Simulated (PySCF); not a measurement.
# Atomic charges against the basis set

Triethylamine, C6H15N.
SMILES with atom numbers: `[CH3:1][CH2:2][N:3]([CH2:4][CH3:5])[CH2:6][CH3:7]` (hydrogens: H8, H9, H10 on C1; H11, H12 on C2; H13, H14 on C4; H15, H16, H17 on C5; H18, H19 on C6; H20, H21, H22 on C7)

PBE0 throughout (PySCF), one geometry, spherical d and f functions. Geometry: PBE0-D3(BJ)/def2-SVP, one conformer, isolated molecule. Atoms taken as equivalent share a column and are averaged.

Mulliken charges (e):

```csv
basis,functions,C1/C5/C7,C2/C4/C6,N3,H8 (×9),H11 (×6)
STO-3G,50,-0.235,-0.060,-0.255,+0.078,+0.073
pcSseg-0,93,-0.639,-0.251,-0.751,+0.227,+0.229
6-31G,93,-0.493,-0.165,-0.465,+0.166,+0.158
6-31G*,128,-0.534,-0.183,-0.374,+0.175,+0.158
cc-pVDZ,173,-0.086,+0.009,-0.316,+0.043,+0.026
def2-SVP,173,-0.080,+0.043,-0.412,+0.042,+0.025
pcSseg-1,194,-0.285,-0.074,-0.600,+0.115,+0.107
"6-311+G(2d,p)",279,-0.542,-0.182,+0.131,+0.146,+0.122
aug-cc-pVDZ,296,+0.506,+0.795,-0.388,-0.149,-0.362
def2-TZVP,307,-0.370,-0.157,-0.107,+0.120,+0.101
```

IAO charges (e):

| basis | functions | C1/C5/C7 | C2/C4/C6 | N3 | H8 (×9) | H11 (×6) |
| --- | --- | --- | --- | --- | --- | --- |
| STO-3G | 50 | -0.398 | -0.182 | -0.181 | +0.132 | +0.122 |
| pcSseg-0 | 93 | -0.431 | -0.158 | -0.251 | +0.141 | +0.124 |
| 6-31G | 93 | -0.438 | -0.162 | -0.242 | +0.143 | +0.126 |
| 6-31G* | 128 | -0.419 | -0.139 | -0.257 | +0.136 | +0.117 |
| cc-pVDZ | 173 | -0.418 | -0.138 | -0.255 | +0.135 | +0.117 |
| def2-SVP | 173 | -0.408 | -0.134 | -0.253 | +0.132 | +0.114 |
| pcSseg-1 | 194 | -0.417 | -0.139 | -0.261 | +0.136 | +0.118 |
| 6-311+G(2d,p) | 279 | -0.431 | -0.144 | -0.264 | +0.140 | +0.121 |
| aug-cc-pVDZ | 296 | -0.430 | -0.143 | -0.262 | +0.140 | +0.121 |
| def2-TZVP | 307 | -0.432 | -0.143 | -0.263 | +0.140 | +0.121 |

Hirshfeld charges (e):

| basis | functions | C1/C5/C7 | C2/C4/C6 | N3 | H8 (×9) | H11 (×6) |
| --- | --- | --- | --- | --- | --- | --- |
| STO-3G | 50 | -0.046 | +0.043 | -0.172 | +0.014 | +0.009 |
| pcSseg-0 | 93 | -0.108 | -0.012 | -0.083 | +0.033 | +0.024 |
| 6-31G | 93 | -0.105 | -0.011 | -0.113 | +0.034 | +0.027 |
| 6-31G* | 128 | -0.106 | -0.014 | -0.107 | +0.034 | +0.027 |
| cc-pVDZ | 173 | -0.117 | -0.021 | -0.080 | +0.036 | +0.028 |
| def2-SVP | 173 | -0.119 | -0.022 | -0.083 | +0.037 | +0.029 |
| pcSseg-1 | 194 | -0.121 | -0.024 | -0.093 | +0.038 | +0.031 |
| 6-311+G(2d,p) | 279 | -0.121 | -0.030 | -0.108 | +0.039 | +0.035 |
| aug-cc-pVDZ | 296 | -0.128 | -0.032 | -0.103 | +0.041 | +0.036 |
| def2-TZVP | 307 | -0.124 | -0.029 | -0.100 | +0.040 | +0.034 |

ESP-fitted charges (e):

```csv
basis,functions,C1/C5/C7,C2/C4/C6,N3,H8 (×9),H11 (×6)
STO-3G,50,-0.435,+0.080,-0.374,+0.121,+0.059
pcSseg-0,93,-0.533,+0.225,-0.598,+0.141,+0.042
6-31G,93,-0.439,+0.195,-0.591,+0.119,+0.042
6-31G*,128,-0.461,+0.204,-0.511,+0.122,+0.031
cc-pVDZ,173,-0.411,+0.209,-0.477,+0.106,+0.021
def2-SVP,173,-0.404,+0.212,-0.504,+0.105,+0.022
pcSseg-1,194,-0.434,+0.242,-0.568,+0.112,+0.022
"6-311+G(2d,p)",279,-0.475,+0.208,-0.524,+0.125,+0.034
aug-cc-pVDZ,296,-0.458,+0.209,-0.518,+0.120,+0.032
def2-TZVP,307,-0.474,+0.224,-0.510,+0.122,+0.026
```

Some averages cover members that differ in this geometry, most widely: C2/C4/C6, Mulliken in aug-cc-pVDZ +0.586 to +0.959; C2/C4/C6, ESP-fitted in pcSseg-0 +0.088 to +0.394; C2/C4/C6, ESP-fitted in pcSseg-1 +0.124 to +0.380; C2/C4/C6, ESP-fitted in def2-TZVP +0.116 to +0.363 e.

Which scheme is steadiest as the basis changes?

Largest range over the bases for any column: IAO 0.08 e, Hirshfeld 0.09 e, ESP-fitted 0.22 e, Mulliken 1.14 e. IAO and Hirshfeld charges move least and Mulliken charges most, counted in e. Without the minimal STO-3G basis the ranges are IAO 0.03, Hirshfeld 0.03, ESP-fitted 0.13, Mulliken 1.14 e.

How much do the charges still move between the two largest bases, aug-cc-pVDZ and def2-TZVP?

At most, over all atoms: Mulliken 1.104 e, IAO 0.002 e, Hirshfeld 0.004 e, ESP-fitted 0.027 e.

What do the same runs give for the total energy, the frontier levels and the dipole moment?

```tsv
basis	energy (Eh)	HOMO (eV)	LUMO (eV)	μ (D)
STO-3G	-288.5562	-3.13	9.43	0.68
pcSseg-0	-291.3855	-5.61	2.03	0.70
6-31G	-291.9694	-5.44	2.53	0.65
6-31G*	-292.0454	-5.61	2.55	0.48
cc-pVDZ	-292.0630	-5.71	1.79	0.40
def2-SVP	-291.8434	-5.75	1.71	0.48
pcSseg-1	-292.0128	-5.84	1.42	0.53
6-311+G(2d,p)	-292.1320	-5.87	0.30	0.50
aug-cc-pVDZ	-292.0810	-5.85	-0.05	0.48
def2-TZVP	-292.1527	-5.86	1.13	0.46
```

The dipole is fixed by the density alone, so its range of 0.30 D shows that the density itself changes with the basis, not only its division among atoms.
